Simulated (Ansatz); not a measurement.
# SnO2: enthalpy under pressure, worked through

Theory: DFT LDA, scalar-relativistic, plane waves, PAW (Ansatz 0.2.0). Settings: 420 eV cutoff, 6×6×6 k-mesh, Gaussian smearing of 0.02 eV, no spin polarisation.

The relaxed crystal:

```yaml
crystal:
  lattice:
    - [-3.19042, 3.33922, 3.33922]
    - [3.19042, -3.33922, 3.33922]
    - [3.19042, 3.33922, -3.33922]
  atoms:
    - { symbol: Sn, position: [0.99994, 0.24994, 0.75000] }
    - { symbol: Sn, position: [0.00006, 0.75006, 0.25000] }
    - { symbol: Sn, position: [0.50000, 0.50000, 0.50000] }
    - { symbol: Sn, position: [0.50000, 0.00000, 0.00000] }
    - { symbol: O, position: [0.19393, 0.19398, 0.50004] }
    - { symbol: O, position: [0.69399, 0.75006, 0.94393] }
    - { symbol: O, position: [0.19393, 0.69389, 0.99996] }
    - { symbol: O, position: [0.30613, 0.75006, 0.55607] }
    - { symbol: O, position: [0.69387, 0.24994, 0.44393] }
    - { symbol: O, position: [0.30601, 0.24994, 0.05607] }
    - { symbol: O, position: [0.80607, 0.30611, 0.00004] }
    - { symbol: O, position: [0.80607, 0.80602, 0.49996] }
```

Cell and atoms were relaxed at each target pressure within the start's symmetry (P4_2/mnm), at zero temperature; other phases can be more stable under pressure. H = E + PV with P the target; E is the free energy at the smearing used, whose derivative the pressure is, per atom and counted from zero pressure.

| P (GPa) | V (Å³/atom) | E − E0 (meV) | H − H0 (meV) |
| --- | --- | --- | --- |
| 0 | 11.858 | 0.0 | 0.0 |
| 3 | 11.690 | 1.6 | 220.4 |
| 8 | 11.443 | 9.9 | 581.3 |
| 15 | 11.139 | 31.5 | 1074.4 |
| 30 | 10.608 | 104.9 | 2091.2 |

Question: Thermodynamics gives dH/dP = V along a relaxed path. Integrate V over P by the trapezoid rule and compare with the computed enthalpies.

Answer: With 1 eV/Å³ = 160.22 GPa, each step adds the mean volume times ΔP / 160.22:
| P (GPa) | ∫V dP (meV) | H − H0 (meV) | difference (meV) |
| --- | --- | --- | --- |
| 3 | 220.5 | 220.4 | 0.0 |
| 8 | 581.4 | 581.3 | 0.1 |
| 15 | 1074.7 | 1074.4 | 0.3 |
| 30 | 2092.7 | 2091.2 | 1.5 |

V(P) curves upward, so the trapezoid rule runs high; integrating a smooth curve through the same points (P as a polynomial of degree 4 in ln V) puts that excess at about 1.4 meV at 30 GPa, against the 1.5 meV found.

Question: At 30 GPa, how much of the enthalpy change is stored energy and how much is the PV term?

Answer: E rises by 105 meV/atom and PV is 30 × 10.608 / 160.22 = 1986 meV/atom, so PV makes 95 % of ΔH. So between rival structures at high pressure a small difference in volume can outweigh the difference in energy: 1 % of this volume is worth 19.9 meV/atom at this pressure.

Question: What bulk modulus do the lowest pressures give?

Answer: From the pressures that the runs reached, -3.00 GPa (12.041 Å³) and 3.01 GPa (11.690 Å³), B = −ΔP/Δln V = 6.01 / 0.0295 = 203 GPa, a mean over that range.

Question: The gap is 0.999 eV at -3.00 GPa and 1.317 eV at 3.01 GPa. What pressure coefficient and volume deformation potential follow?

Answer: dE_g/dP = 52.8 meV/GPa, and a_V = dE_g/d ln V = −B dE_g/dP = -10.73 eV. A gap that opens under pressure, with a_V of several eV below zero, is what an s-like antibonding conduction edge gives, since compression pushes it up. If the edges move to other points of the zone within the range, this is a mean of two slopes. Gaps are Kohn–Sham gaps over the whole zone.